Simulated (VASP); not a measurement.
Crystal: ZnGe2N2.

```
Zn Ge N
1.0
     6.23077    0.00000    0.00000
    -3.11539    5.39601    0.00000
     0.00000    0.00000   16.14870
Zn Ge N
8 16 16
Direct
  0.00000 0.00000 0.00000
  0.00000 0.00000 0.50000
  0.00000 0.50000 0.00000
  0.00000 0.50000 0.50000
  0.50000 0.00000 0.00000
  0.50000 0.00000 0.50000
  0.50000 0.50000 0.00000
  0.50000 0.50000 0.50000
  0.16667 0.33333 0.17859
  0.16667 0.33333 0.67859
  0.16667 0.83333 0.17859
  0.16667 0.83333 0.67859
  0.66667 0.33333 0.17859
  0.66667 0.33333 0.67859
  0.66667 0.83333 0.17859
  0.66667 0.83333 0.67859
  0.33333 0.16667 0.32141
  0.33333 0.16667 0.82141
  0.33333 0.66667 0.32141
  0.33333 0.66667 0.82141
  0.83333 0.16667 0.32141
  0.83333 0.16667 0.82141
  0.83333 0.66667 0.32141
  0.83333 0.66667 0.82141
  0.00000 0.00000 0.37587
  0.00000 0.00000 0.87587
  0.00000 0.50000 0.37587
  0.00000 0.50000 0.87587
  0.50000 0.00000 0.37587
  0.50000 0.00000 0.87587
  0.50000 0.50000 0.37587
  0.50000 0.50000 0.87587
  0.00000 0.00000 0.12413
  0.00000 0.00000 0.62413
  0.00000 0.50000 0.12413
  0.00000 0.50000 0.62413
  0.50000 0.00000 0.12413
  0.50000 0.00000 0.62413
  0.50000 0.50000 0.12413
  0.50000 0.50000 0.62413
```

The cell was built by a generator and needn't be a form met in nature.

| Item | Value |
| --- | --- |
| Program | VASP 6.6.1 |
| Task | phonon dispersion |
| Functional | PBE |
| Potentials or basis | VASP PAW PBE potentials, release 64 (Zn, Ge_d, N) |
| Cutoff | 520 eV |
| k mesh | 4 × 4 × 2 |
| Occupations | gaussian, width 0.1 eV |
| Spin | no spin polarisation |
| Long-range dipole term | no |
| Supercell matrix | [2, 0, 0, 0, 2, 0, 0, 0, 2] |
| Further INCAR settings | LREAL = Auto; ALGO = Fast; EDIFF = 1e-07; IBRION = 6; POTIM = 0.015; NSW = 1 |

Question: Is this structure dynamically stable at this level, and how far does the spectrum reach?

Answer: No: the interpolated spectrum has imaginary modes, down to 135i cm⁻¹ near M. The highest frequency is 582 cm⁻¹.

Phonon frequencies at the corners of the path (cm⁻¹, interpolated; i marks imaginary ones):
| point | frequencies |
| --- | --- |
| Γ | 0 0 0 82 82 93 93 178 272 424 433 433 441 441 560 |
| M | 135i 76 136 145 149 157 172 261 287 421 453 455 492 514 541 |
| K | 84i 84i 129 143 143 226 234 234 263 422 480 480 490 490 529 |
| A | 44 44 59 59 79 96 100 100 285 382 442 442 446 446 582 |
| L | 128i 75 119 151 156 159 177 256 291 426 454 462 478 530 542 |
| H | 74i 74i 140 142 142 220 234 234 267 431 468 468 502 502 537 |

A q mesh this small can miss soft modes between its points.

Caveat: some modes are imaginary.
